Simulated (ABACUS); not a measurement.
The system is Sn.

```xyz
2
Lattice="-2.9401 2.9401 1.5993 2.9401 -2.9401 1.5993 2.9401 2.9401 -1.5993" Properties=species:S:1:pos:R:3 pbc="T T T"
Sn    0.0000    0.0000    0.0000
Sn    0.0000    2.9401    0.7997
```

* Program: ABACUS 3.10.1
* Task: single point
* Functional: PBE
* Potentials or basis: PseudoDojo NC SR 0.4.1 PBE standard
* Cutoff: 1361 eV
* Density cutoff: 5442 eV
* Basis: DZP LCAO (the cutoffs set its grid)
* k mesh: 9 × 9 × 9
* Occupations: fermi-dirac, width 0.05 eV
* Spin: no spin polarisation

On this cell: pressure 2.2 GPa; largest force under 0.003 eV/Å; band gap on the k mesh none (metal or under the smearing width).

The same run follows on a disturbed copy (atoms moved at random, drawn with an rms of 0.05 Å):

```
CELL_PARAMETERS angstrom
-2.94014 2.94014 1.59930
2.94014 -2.94014 1.59930
2.94014 2.94014 -1.59930
ATOMIC_POSITIONS crystal
Sn 0.00707 0.99527 0.98770
Sn 0.74919 0.24451 0.49911
```

Question: What does the disturbed cell give?

Answer: The energy (extrapolated to zero smearing) moves by +3.0 meV/atom; pressure 2.2 GPa; largest force 0.212 eV/Å; band gap on the k mesh none (metal or under the smearing width).

Forces on the atoms (eV/Å):
```
Sn   0.205  0.053 -0.005
Sn  -0.205 -0.053  0.005
```

Stress tensor (GPa, compression positive):
```
 2.31 -0.03  0.34
-0.03  2.63 -0.08
 0.34 -0.08  1.77
```

Caveats: the atomic orbitals were generated for these runs and aren't a published set; the basis of atomic orbitals isn't converged, which shifts pressures, moduli and gaps.
